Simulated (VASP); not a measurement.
## MnS: relaxation of cell and atoms with PBE

The system is MnS.

```xyz
2
Lattice="0.0000 2.3493 2.3493 2.3493 0.0000 2.3493 2.3493 2.3493 0.0000" Properties=species:S:1:pos:R:3 pbc="T T T"
Mn    0.0000    0.0000    0.0000
S     2.3493    2.3493    2.3493
```

| Quantity | Value |
| --- | --- |
| Program | VASP 6.6.1 |
| Task | relaxation of cell and atoms |
| Functional | PBE |
| Potentials or basis | VASP PAW PBE potentials, release 64 (Mn_pv, S) |
| Cutoff | 350 eV |
| k mesh | 14 × 14 × 14 |
| Occupations | gaussian, width 0.1 eV |
| Spin | collinear spin, ferromagnetic start |
| Starting moments | [5.0, 0.0] μB |
| Target pressure | 20 GPa |
| Further INCAR settings | ALGO = Fast; EDIFF = 1e-07; IBRION = 2; EDIFFG = -0.002; NSW = 80; ISIF = 3 |
| Target pressure | 20 GPa |

```yaml
Pressure_after_relaxing: 20.0 GPa
Band_gap_on_the_k_mesh: none (metal or under the smearing width)
Net_moment: 3.45 μB per cell
Site_moments: Mn +3.24; S +0.04 μB
Valence_electrons_inside_the_program's_atomic_spheres: Mn 11.72; S 3.79
```

Final structure:
```cif
data_structure
_symmetry_space_group_name_H-M 'P 1'
_symmetry_Int_Tables_number 1
_cell_length_a 3.3224
_cell_length_b 3.3224
_cell_length_c 3.3224
_cell_angle_alpha 60.000
_cell_angle_beta 60.000
_cell_angle_gamma 60.000
_cell_volume 25.93
loop_
_atom_site_label
_atom_site_type_symbol
_atom_site_fract_x
_atom_site_fract_y
_atom_site_fract_z
_atom_site_occupancy
Mn1 Mn 0.00000 0.00000 0.00000 1
S1 S 0.50000 0.50000 0.50000 1
```

Levels at points of the mesh, in eV from the Fermi level:
Spin up:
```csv
k point,band 7,band 8,band 9,band 10,band 11,band 12,band 13,band 14,band 15,band 16
"(0.00, 0.00, 0.00)",-3.41,-3.17,-3.17,-2.04,-2.04,-2.04,4.82,9.64,9.64,9.64
"(0.50, 0.00, 0.00)",-5.88,-2.29,-2.29,-1.73,2.07,2.07,3.19,5.86,5.86,13.24
"(0.50, 0.50, 0.00)",-4.32,-4.32,-2.67,-2.04,-2.04,-1.05,2.03,6.35,13.33,15.48
```
Spin down:
```csv
k point,band 4,band 5,band 6,band 7,band 8,band 9,band 10,band 11,band 12,band 13
"(0.00, 0.00, 0.00)",-16.60,-1.89,-1.89,-1.89,-0.77,-0.77,-0.77,-0.67,-0.67,5.45
"(0.50, 0.00, 0.00)",-14.36,-8.55,-4.79,-4.79,0.87,0.87,1.29,3.45,4.09,4.09
"(0.50, 0.50, 0.00)",-14.23,-7.44,-4.08,-4.08,-2.52,0.01,1.26,1.26,1.54,3.32
```

It took 33 s on 1 thread of AMD EPYC 9R14 (Zen 4), with other jobs on the host, peak memory 0.12 GiB.

Caveat: the relaxation stopped at its first step, so nothing moved; the cell is relaxed towards a set pressure, so the enthalpy falls and the energy may rise; a cell with one magnetic atom can't hold antiferromagnetic order, which such compounds often take; semilocal functionals often make such compounds metallic where correlation or magnetic order opens a gap, which also shifts bond lengths. With open d or f shells a metallic result of PBE can be an artefact of self-interaction; +U or a hybrid may open a gap.
